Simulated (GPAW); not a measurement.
# KI (Fm-3m) in GPAW: settings compared

One crystal, KI, is run at these levels: LDA, r4SCAN, RPBE+D3(BJ), BEEF-vdW; tasks: band structure, equation of state.

Everything below comes from runs of GPAW 26.7.0. Logs are shortened: lines on timing, memory, paths and dates and some standing lists are left out, and cuts for length are marked. The log counts tension as positive stress, the text compression.

**Experimental background.**

A printed reference work, monograph reports, for a bulk crystal of KI: band gap 6.32 eV.

The results are compared with them further down.

## Step 1: Starting point

Symmetry: Fm-3m, No. 225, cubic system. Conventional cell: a = 7.066 Å, b = 7.066 Å, c = 7.066 Å, α = 90.00°, β = 90.00°, γ = 90.00°. I (site symmetry m-3m) is surrounded by 6 K at 3.53 Å. K (site symmetry m-3m) is surrounded by 6 I at 3.53 Å.

## Step 2: Band structure, LDA, spin-orbit coupling, no magnetisation

The input, run.py:

```python
import numpy as np
from ase.dft.bandgap import bandgap
from ase.io import read, write
from ase.units import GPa
from gpaw import GPAW, PW
from gpaw.spinorbit import soc_eigenstates

atoms = read('KI.xyz')

calc = GPAW(mode=PW(600),
            xc='LDA',
            kpts={'size': (5, 5, 5), 'gamma': True},
            occupations={'name': 'fermi-dirac', 'width': 0.05},
            nbands=16,
            convergence={'density': 1e-05, 'energy': 1e-05},
            maxiter=150,
            txt='gpaw.txt')
atoms.calc = calc
energy = atoms.get_potential_energy()
forces = atoms.get_forces()
stress = atoms.get_stress()
calc.write('gs.gpw')
write('result.traj', atoms)
print(f'Energy: {energy:.6f} eV')
print('Forces (eV/A):')
print(forces.round(4))
print('Stress (GPa):', (stress / GPa).round(3))
print('Fermi level:', round(calc.get_fermi_level(), 4), 'eV')
print(f'Gap: {bandgap(calc)[0]:.4f} eV, direct: {bandgap(calc, direct=True)[0]:.4f} eV')

path = atoms.cell.bandpath('GXWKGLUWLK,UX', npoints=80, eps=1e-4)
bs_calc = calc.fixed_density(kpts=path, symmetry='off', nbands=31,
                             convergence={'bands': 'CBM+6.0', 'eigenstates': 1e-6}, txt='bands.txt')
bs = bs_calc.band_structure()
bs.write('bs.json')
print(f'Gap on the path: {bandgap(bs_calc)[0]:.4f} eV')

soc = soc_eigenstates(bs_calc, theta=0, phi=0)
np.savetxt('soc_bands.dat', soc.eigenvalues(), fmt='%.4f')
mesh = soc_eigenstates('gs.gpw', theta=0, phi=0)
np.savetxt('soc_mesh.dat', mesh.eigenvalues(), fmt='%.4f')
print('Fermi level with spin-orbit coupling:', round(mesh.fermi_level, 4), 'eV')
```

The input, KI.xyz:

```xyz
2
Lattice="0.0000000000 3.5327750000 3.5327750000 3.5327750000 0.0000000000 3.5327750000 3.5327750000 3.5327750000 0.0000000000" Properties=species:S:1:pos:R:3 pbc="T T T"
I      3.5327750000      3.5327750000      3.5327750000
K      0.0000000000      0.0000000000      0.0000000000
```

Potentials or basis: the program's PAW data sets (release 1.2.1) made for this functional, pw.

On the command line:

```console
$ OMP_NUM_THREADS=1 python run.py
```

gpaw.txt:

```text
__  _  _
 | _ |_)|_||  |
 |__||  | ||/\| - 26.7.0

Input parameters:
  mode=PW(ecut=600.0),
  convergence={'density': 1e-05, 'energy': 1e-05},
  kpts=MonkhorstPack(size=(5, 5, 5), gamma=True),
  maxiter=150,
  nbands=16,
  occupations=Occupations(name='fermi-dirac', width=0.05),
  xc=XC(name='LDA')

Diagonalizing LCAO Hamiltonian
Converting LCAO to pw mode

                   I

       K

Atoms  # Å, Bohr magnetons
|   | symbol |        x |        y |        z |    initial magnetic moments |
|---|--------|----------|----------|----------|-----------------------------|
| 0 |      I | 3.532775 | 3.532775 | 3.532775 | ( 0.0000,  0.0000,  0.0000) |
| 1 |      K | 0.000000 | 0.000000 | 0.000000 | ( 0.0000,  0.0000,  0.0000) |

Unit cell  # Å
| periodic |        x |        y |        z |  lengths |    angles |
|----------|----------|----------|----------|----------|-----------|
|      yes | 0.000000 | 3.532775 | 3.532775 | 4.996098 | 60.000000 |
|      yes | 3.532775 | 0.000000 | 3.532775 | 4.996098 | 60.000000 |
|      yes | 3.532775 | 3.532775 | 0.000000 | 4.996098 | 60.000000 |

Number of symmetries: 48
Symmetry operations  # r_c * U_cc + t_c -> r_c
|    | kind |            matrix            |
|----|------|------------------------------|
|  0 |  σ   |  1, 0, 0,  1, 0,-1,  1,-1, 0 |
|  1 |  C2  |  1, 0, 0,  1,-1, 0,  1, 0,-1 |
|  2 |  E   |  1, 0, 0,  0, 1, 0,  0, 0, 1 |
|  3 |  σ   |  1, 0, 0,  0, 0, 1,  0, 1, 0 |
|  4 |  C4  |  1, 0,-1,  1, 0, 0,  1,-1, 0 |
|  5 |  S6  |  1, 0,-1,  1,-1, 0,  1, 0, 0 |
|  6 |  σ   |  1, 0,-1,  0, 1,-1,  0, 0,-1 |
|  7 |  C3  |  1, 0,-1,  0, 0,-1,  0, 1,-1 |
|  8 |  S6  |  1,-1, 0,  1, 0, 0,  1, 0,-1 |
|  9 |  C4  |  1,-1, 0,  1, 0,-1,  1, 0, 0 |
| 10 |  C3  |  1,-1, 0,  0,-1, 1,  0,-1, 0 |
| 11 |  σ   |  1,-1, 0,  0,-1, 0,  0,-1, 1 |
| 12 |  σ   |  0, 1, 0,  1, 0, 0,  0, 0, 1 |
| 13 |  C4  |  0, 1, 0,  0, 1,-1, -1, 1, 0 |
| 14 |  C3  |  0, 1, 0,  0, 0, 1,  1, 0, 0 |
| 15 |  S6  |  0, 1, 0, -1, 1, 0,  0, 1,-1 |
| 16 |  C2  |  0, 1,-1,  1, 0,-1,  0, 0,-1 |
| 17 |  σ   |  0, 1,-1,  0, 1, 0, -1, 1, 0 |
| 18 |  S4  |  0, 1,-1,  0, 0,-1,  1, 0,-1 |
| 19 |  C4  |  0, 1,-1, -1, 1, 0,  0, 1, 0 |
| 20 |  C3  |  0, 0, 1,  1, 0, 0,  0, 1, 0 |
| 21 |  σ   |  0, 0, 1,  0, 1, 0,  1, 0, 0 |
| 22 |  S6  |  0, 0, 1,  0,-1, 1, -1, 0, 1 |
| 23 |  C4  |  0, 0, 1, -1, 0, 1,  0,-1, 1 |
| 24 |  S4  |  0, 0,-1,  1, 0,-1,  0, 1,-1 |
| 25 |  C3  |  0, 0,-1,  0, 1,-1,  1, 0,-1 |
| 26 |  C2  |  0, 0,-1,  0,-1, 0, -1, 0, 0 |
| 27 |  S6  |  0, 0,-1, -1, 0, 0,  0,-1, 0 |
| 28 |  S4  |  0,-1, 1,  1,-1, 0,  0,-1, 0 |
| 29 |  C4  |  0,-1, 1,  0, 0, 1, -1, 0, 1 |
| 30 |  C2  |  0,-1, 1,  0,-1, 0,  1,-1, 0 |
| 31 |  σ   |  0,-1, 1, -1, 0, 1,  0, 0, 1 |
| 32 |  C3  |  0,-1, 0,  1,-1, 0,  0,-1, 1 |
| 33 |  S6  |  0,-1, 0,  0, 0,-1, -1, 0, 0 |
| 34 |  S4  |  0,-1, 0,  0,-1, 1,  1,-1, 0 |
| 35 |  C2  |  0,-1, 0, -1, 0, 0,  0, 0,-1 |
| 36 |  C2  | -1, 1, 0,  0, 1, 0,  0, 1,-1 |
| 37 |  S6  | -1, 1, 0,  0, 1,-1,  0, 1, 0 |
| 38 |  S4  | -1, 1, 0, -1, 0, 1, -1, 0, 0 |
| 39 |  C3  | -1, 1, 0, -1, 0, 0, -1, 0, 1 |
| 40 |  S6  | -1, 0, 1,  0, 0, 1,  0,-1, 1 |
| 41 |  C2  | -1, 0, 1,  0,-1, 1,  0, 0, 1 |
| 42 |  C3  | -1, 0, 1, -1, 1, 0, -1, 0, 0 |
| 43 |  S4  | -1, 0, 1, -1, 0, 0, -1, 1, 0 |
| 44 |  C2  | -1, 0, 0,  0, 0,-1,  0,-1, 0 |
| 45 |  i   | -1, 0, 0,  0,-1, 0,  0, 0,-1 |
| 46 |  σ   | -1, 0, 0, -1, 1, 0, -1, 0, 1 |
| 47 |  C2  | -1, 0, 0, -1, 0, 1, -1, 1, 0 |

BZ-sampling:
  Number of BZ points: 125
  Number of IBZ points: 10

  Monkhorst-Pack size: [5, 5, 5]
  Monkhorst-Pack shift: [0, 0, 0]

K-points  # in reciprocal-cell coordinates
|   |                                coordinates |     weight |
|---|--------------------------------------------|------------|
| 0 | (  0.00000000,   0.00000000,   0.00000000) | 0.00800000 |
| 1 | (  0.20000000,   0.20000000,   0.00000000) | 0.04800000 |
| 2 | (  0.20000000,   0.20000000,   0.20000000) | 0.06400000 |
| 3 | (  0.40000000,   0.20000000,  -0.20000000) | 0.19200000 |
| 4 | (  0.40000000,   0.20000000,   0.20000000) | 0.09600000 |
| 5 | (  0.40000000,   0.40000000,  -0.40000000) | 0.19200000 |
| 6 | (  0.40000000,   0.40000000,  -0.20000000) | 0.09600000 |
| 7 | (  0.40000000,   0.40000000,   0.00000000) | 0.04800000 |
| 8 | (  0.40000000,   0.40000000,   0.20000000) | 0.19200000 |
| 9 | (  0.40000000,   0.40000000,   0.40000000) | 0.06400000 |

Plane wave coefficients: 2947
Cutoff: 600.0 eV

Spin-components: 1 (collinear spins)
Bands:           16
Projectors:      10
Spin-degeneracy: 2
Datatype:        complex128

Parallelization:
  kpt:    1
  domain: 1
  band:   1

Density:
  Valence electrons: 16.0
  Components: 1
  Grid points: [30 30 30]
  Charge: 0.0  # |e|

Potential:
  Grid points: [30 30 30]

species:
  I:
    name:    Iodine
    Z:       53.0
    valence: 7
    core:    46
    charge:  0.0  # [|e|]
    compensation charges:
      type: gauss
      rc: 0.37  # [Å]
      lmax: 2
    cutoffs:
      filter: 2.06  # [Å]
      core: 2.90  # [Å]
    projectors
    | kind |    occ | energy [eV] | rcut [Å] |
    |------|--------|-------------|----------|
    |   5s |  2.000 |     -17.626 |    1.164 |
    |   5p |  5.000 |      -7.241 |    1.164 |
    |    s |        |       9.585 |    1.164 |
    |    p |        |      19.970 |    1.164 |
    |    d |        |       0.000 |    1.164 |

    Using partial waves for I as LCAO basis

  K:
    name:    Potassium
    Z:       19.0
    valence: 9
    core:    10
    charge:  0.0  # [|e|]
    compensation charges:
      type: gauss
      rc: 0.35  # [Å]
      lmax: 2
    cutoffs:
      filter: 1.91  # [Å]
      core: 1.27  # [Å]
    projectors
    | kind |    occ | energy [eV] | rcut [Å] |
    |------|--------|-------------|----------|
    |   3s |  2.000 |     -35.177 |    1.122 |
    |   4s |  1.000 |      -2.428 |    1.122 |
    |   3p |  6.000 |     -18.839 |    1.106 |
    |    p |        |       8.373 |    1.106 |
    |    d |        |       0.000 |    0.937 |

    Using partial waves for K as LCAO basis

Reference energy: -209724.155214  # eV

eigensolver:
  PPCG
  Converge bands: occupied
  niter=2

density mixing:
  MSR1-Mixer
  Pratt-step length: 0.05
  Maximum mixing coefficient: 0.75
  Old densities: 10
  SVD Regularization: 0.005
  Good broyden scale: 1.0
  Trust region scale: 1.0
  Backstep threshold: 4.0
  History deletion threshold: 6.0
  Fourier metric: weight=20.0, sigma=0.015

occupation numbers:
  Fermi-Dirac:
    width: 0.0500  # eV

poisson solver:
  ecut: 4800.0  # eV

xc functional:
  name: None

convergence criteria:
- Maximum integral of absolute [dens]ity change: 1e-05 electrons / valence electron
- Maximum [total energy] change in last 3 cyles: 1e-05 eV / valence electron
- Maximum integral of absolute [eigenst]ate change: 4e-08 eV^2 / valence electron
maximum number of iterations: 150

SCF iterations
|iter     | |      energy | eigst |  dens |
|---------|-|-------------|-------|-------|
|iter:   1| |   -6.424368 | -0.27 |       |
|iter:   2| |   -6.414631 | -2.26 | -1.39 |
|iter:   3| |   -6.335826 | -2.32 | -1.41 |
|iter:   4| |   -6.333133 | -3.45 | -1.79 |
|iter:   5| |   -6.333051 | -4.79 | -2.23 |
|iter:   6| |   -6.333055c| -6.14 | -2.92 |
|iter:   7| |   -6.333055c| -7.71c| -3.77 |
|iter:   8| |   -6.333055c| -7.81c| -4.26 |
|iter:   9| |   -6.333055c| -9.01c| -5.70c|

Converged in 9 steps
Energy contributions relative to reference atoms: (reference = -209724.155214)

Energy contributions:
  Kinetic:           2.301001
  Coulomb:          -2.117284
  Zero:             -0.673416
  External:          0.000000
  Xc:               -5.843357
  Entropy:          -0.000000
  Spinorbit:         0.000000
  ----------------------------
  Free energy:      -6.333055
  Extrapolated:     -6.333055

dipole moment: (-25.671330, -25.671330, -25.671330)  # |e|*Ang

Fermi level: 1.871
Eigenvalues  # (at kpt = [0.000, 0.000, 0.000])
| band index |      eig [eV] | occ [0-2] |
|------------|---------------|-----------|
|          0 |       -27.954 |     2.000 |
|          1 |       -11.676 |     2.000 |
|          2 |       -11.676 |     2.000 |
|          3 |       -11.676 |     2.000 |
|          4 |       -10.386 |     2.000 |
|          5 |         0.206 |     2.000 |
[... 8 lines left out ...]
|         14 |         9.757 |     0.000 |
|         15 |        12.697 |     0.000 |

Gap: 3.616 eV
Transition (v -> c):
  (s=0, k=0, n=7, [0.00, 0.00, 0.00]) -> (s=0, k=0, n=8, [0.00, 0.00, 0.00])
No difference between direct/indirect transitions

Forces  # eV/Ang
|        x |        y |        z |
|----------|----------|----------|
| -0.00000 | -0.00000 | -0.00000 |  # I    0
| -0.00000 |  0.00000 |  0.00000 |  # K    1

Stress tensor  # eV/Ang^3
|         x |         y |         z |
|-----------|-----------|-----------|
|  0.008260 | -0.000000 |  0.000000 |
| -0.000000 |  0.008260 | -0.000000 |
|  0.000000 | -0.000000 |  0.008260 |

# Writing to gs.gpw (mode='')
```

stdout:

```text
Energy: -6.333055 eV
Forces (eV/A):
[[-0. -0. -0.]
 [-0.  0.  0.]]
Stress (GPa): [ 1.323  1.323  1.323 -0.     0.    -0.   ]
Fermi level: 1.8711 eV
Gap: 3.6157 eV, direct: 3.6157 eV
Gap on the path: 3.6157 eV
Fermi level with spin-orbit coupling: 2.2051 eV
```

bands.txt:

```text
Diagonalizing LCAO Hamiltonian
Converting LCAO to pw mode
convergence criteria:
- Maximum integral of absolute [eigenst]ate change: 1e-06 eV^2 / valence electron
maximum number of iterations: 150

SCF iterations
|iter     | |      energy | eigst |  dens |
|---------|-|-------------|-------|-------|
|iter:   1| |             | -0.10 |       |
[... 86 lines left out ...]
         [0.40277778, 0.40277778, 0.69444444],
         [0.38888889, 0.38888889, 0.72222222],
         [0.375     , 0.375     , 0.75      ],
         [0.625     , 0.25      , 0.625     ],
         [0.59375   , 0.1875    , 0.59375   ],
         [0.5625    , 0.125     , 0.5625    ],
         [0.53125   , 0.0625    , 0.53125   ],
         [0.5       , 0.        , 0.5       ]])),
  maxiter=150,
  nbands=31,
  occupations=Occupations(name='fermi-dirac', width=0.05),
  symmetry=Symmetry(point_group=False, time_reversal=False),
  xc=XC(name='LDA')
```

Wall time 55 s (1 thread of Intel Xeon Platinum 8488C (Sapphire Rapids), shared host); peak memory 0.38 GiB.

Results:

```yaml
Free_energy: -6.3331 eV
Pressure: -1.3 GPa
Band_gap_on_the_k_mesh: 3.23 eV, direct
Band_gap_along_the_path: 3.24 eV, direct
```

Levels at the corners of the path, in eV from the valence-band top:
| point | band 13 | band 14 | band 15 | band 16 | band 17 | band 18 | band 19 | band 20 |
| --- | --- | --- | --- | --- | --- | --- | --- | --- |
| Γ | 0.00 | 0.00 | 0.00 | 0.00 | 3.24 | 3.24 | 5.92 | 5.92 |
| X | -0.81 | -0.81 | -0.42 | -0.42 | 4.33 | 4.33 | 5.11 | 5.11 |
| W | -0.84 | -0.84 | -0.73 | -0.73 | 5.79 | 5.79 | 5.93 | 5.93 |
| K | -0.93 | -0.93 | -0.56 | -0.56 | 5.00 | 5.00 | 6.00 | 6.00 |
| Γ | 0.00 | 0.00 | 0.00 | 0.00 | 3.24 | 3.24 | 5.92 | 5.92 |
| L | -0.89 | -0.89 | -0.38 | -0.38 | 4.87 | 4.87 | 7.07 | 7.07 |
| U | -0.93 | -0.93 | -0.56 | -0.56 | 5.00 | 5.00 | 6.00 | 6.00 |
| W | -0.84 | -0.84 | -0.73 | -0.73 | 5.79 | 5.79 | 5.93 | 5.93 |
| L | -0.89 | -0.89 | -0.38 | -0.38 | 4.87 | 4.87 | 7.07 | 7.07 |
| K | -0.93 | -0.93 | -0.56 | -0.56 | 5.00 | 5.00 | 6.00 | 6.00 |
| U | -0.93 | -0.93 | -0.56 | -0.56 | 5.00 | 5.00 | 6.00 | 6.00 |
| X | -0.81 | -0.81 | -0.42 | -0.42 | 4.33 | 4.33 | 5.11 | 5.11 |

Caveat: spin-orbit coupling was added after a scalar SCF, so levels and gaps hold it while energy, forces, pressure and moments don't; this program's spin-orbit splittings come out too wide for heavy elements.

## Step 3: Band structure, r4SCAN, spin-orbit coupling, no magnetisation

Changes to run.py since step 2:

```diff
@@ -1,4 +1,5 @@
 import numpy as np
+from ase import Atoms
 from ase.dft.bandgap import bandgap
-from ase.io import read, write
+from ase.io import write
 from ase.units import GPa
@@ -7,6 +8,12 @@
 
-atoms = read('KI.xyz')
+atoms = Atoms(['I', 'K'],
+              cell=[[0.0, 3.532775, 3.532775],
+                    [3.532775, 0.0, 3.532775],
+                    [3.532775, 3.532775, 0.0]],
+              scaled_positions=[[0.5, 0.5, 0.5],
+                                [0.0, 0.0, 0.0]],
+              pbc=True)
 
 calc = GPAW(mode=PW(600),
-            xc='LDA',
+            xc='MGGA_X_R4SCAN+MGGA_C_R2SCAN',
             kpts={'size': (5, 5, 5), 'gamma': True},
@@ -30,3 +37,3 @@
 
-path = atoms.cell.bandpath('GXWKGLUWLK,UX', npoints=80, eps=1e-4)
+path = atoms.cell.bandpath('GXWKGLUWLK,UX', npoints=60, eps=1e-4)
 bs_calc = calc.fixed_density(kpts=path, symmetry='off', nbands=31,
@@ -37,5 +44,5 @@
 
-soc = soc_eigenstates(bs_calc, theta=0, phi=0)
+soc = soc_eigenstates(bs_calc, theta=90, phi=45, ignore_xc_potential=True)
 np.savetxt('soc_bands.dat', soc.eigenvalues(), fmt='%.4f')
-mesh = soc_eigenstates('gs.gpw', theta=0, phi=0)
+mesh = soc_eigenstates('gs.gpw', theta=90, phi=45, ignore_xc_potential=True)
 np.savetxt('soc_mesh.dat', mesh.eigenvalues(), fmt='%.4f')
```

Potentials or basis: GPAW PAW data sets (gpaw-data 1.2.1), pw.

On the command line:

```console
$ OMP_NUM_THREADS=1 python run.py
```

gpaw.txt:

```text
__  _  _
 | _ |_)|_||  |
 |__||  | ||/\| - 26.7.0

Input parameters:
  mode=PW(ecut=600.0),
  convergence={'density': 1e-05, 'energy': 1e-05},
  kpts=MonkhorstPack(size=(5, 5, 5), gamma=True),
  maxiter=150,
  nbands=16,
  occupations=Occupations(name='fermi-dirac', width=0.05),
  xc=XC(name='MGGA_X_R4SCAN+MGGA_C_R2SCAN')

Diagonalizing LCAO Hamiltonian
Converting LCAO to pw mode

                   I

       K

Atoms  # Å, Bohr magnetons
|   | symbol |        x |        y |        z |    initial magnetic moments |
|---|--------|----------|----------|----------|-----------------------------|
| 0 |      I | 3.532775 | 3.532775 | 3.532775 | ( 0.0000,  0.0000,  0.0000) |
| 1 |      K | 0.000000 | 0.000000 | 0.000000 | ( 0.0000,  0.0000,  0.0000) |

Unit cell  # Å
| periodic |        x |        y |        z |  lengths |    angles |
|----------|----------|----------|----------|----------|-----------|
|      yes | 0.000000 | 3.532775 | 3.532775 | 4.996098 | 60.000000 |
|      yes | 3.532775 | 0.000000 | 3.532775 | 4.996098 | 60.000000 |
[... 201 lines left out ...]

Energy contributions:
  Kinetic:          -0.593443
  Coulomb:           1.687583
  Zero:             -1.119635
  External:          0.000000
  Xc:              -35.028774
  Entropy:          -0.000000
  Spinorbit:         0.000000
  ----------------------------
  Free energy:     -35.054270
  Extrapolated:    -35.054270

dipole moment: (-25.771802, -25.771802, -25.771802)  # |e|*Ang

Fermi level: 1.409
Eigenvalues  # (at kpt = [0.000, 0.000, 0.000])
| band index |      eig [eV] | occ [0-2] |
|------------|---------------|-----------|
|          0 |       -29.445 |     2.000 |
|          1 |       -12.222 |     2.000 |
|          2 |       -12.222 |     2.000 |
|          3 |       -12.222 |     2.000 |
|          4 |       -10.714 |     2.000 |
|          5 |         0.131 |     2.000 |
[... 8 lines left out ...]
|         14 |        10.460 |     0.000 |
|         15 |        13.918 |     0.000 |

Gap: 4.570 eV
Transition (v -> c):
  (s=0, k=0, n=7, [0.00, 0.00, 0.00]) -> (s=0, k=0, n=8, [0.00, 0.00, 0.00])
No difference between direct/indirect transitions

Forces  # eV/Ang
|        x |        y |       z |
|----------|----------|---------|
| -0.00000 |  0.00000 | 0.00000 |  # I    0
|  0.00000 | -0.00000 | 0.00000 |  # K    1

Stress tensor  # eV/Ang^3
|         x |         y |         z |
|-----------|-----------|-----------|
| -0.000596 | -0.000000 |  0.000000 |
| -0.000000 | -0.000596 |  0.000000 |
|  0.000000 |  0.000000 | -0.000596 |

# Writing to gs.gpw (mode='')
```

stdout:

```text
Energy: -35.054270 eV
Forces (eV/A):
[[-0.  0.  0.]
 [ 0. -0.  0.]]
Stress (GPa): [-0.095 -0.095 -0.095  0.     0.    -0.   ]
Fermi level: 1.409 eV
Gap: 4.5704 eV, direct: 4.5704 eV
Gap on the path: 4.5704 eV
Fermi level with spin-orbit coupling: 2.5997 eV
```

Wall time 2.4 min (1 thread of Intel Xeon Platinum 8488C (Sapphire Rapids), shared host); peak memory 0.42 GiB.

Results:

```yaml
Free_energy: -35.0543 eV
Pressure: 0.1 GPa
Band_gap_on_the_k_mesh: 4.20 eV, direct
Band_gap_along_the_path: 4.21 eV, direct
```

Levels at the corners of the path, in eV from the valence-band top:
```tsv
point	band 13	band 14	band 15	band 16	band 17	band 18	band 19	band 20
Γ	0.00	0.00	0.00	0.00	4.21	4.21	6.69	6.69
X	-0.78	-0.78	-0.41	-0.41	5.02	5.02	6.13	6.13
W	-0.81	-0.81	-0.69	-0.69	6.55	6.55	6.66	6.66
K	-0.89	-0.89	-0.54	-0.54	5.73	5.73	7.00	7.00
Γ	0.00	0.00	0.00	0.00	4.21	4.21	6.69	6.69
L	-0.84	-0.84	-0.36	-0.36	5.64	5.64	7.96	7.96
U	-0.89	-0.89	-0.54	-0.54	5.73	5.73	7.00	7.00
W	-0.81	-0.81	-0.69	-0.69	6.55	6.55	6.66	6.66
L	-0.84	-0.84	-0.36	-0.36	5.64	5.64	7.96	7.96
K	-0.89	-0.89	-0.54	-0.54	5.73	5.73	7.00	7.00
U	-0.89	-0.89	-0.54	-0.54	5.73	5.73	7.00	7.00
X	-0.78	-0.78	-0.41	-0.41	5.02	5.02	6.13	6.13
```

Caveat: spin-orbit coupling was added after a scalar SCF, so levels and gaps hold it while energy, forces, pressure and moments don't; this program's spin-orbit splittings come out too wide for heavy elements; the PAW data sets were made with another functional, which shifts forces and pressure a little.

(Part 1 of 2 ends here.)
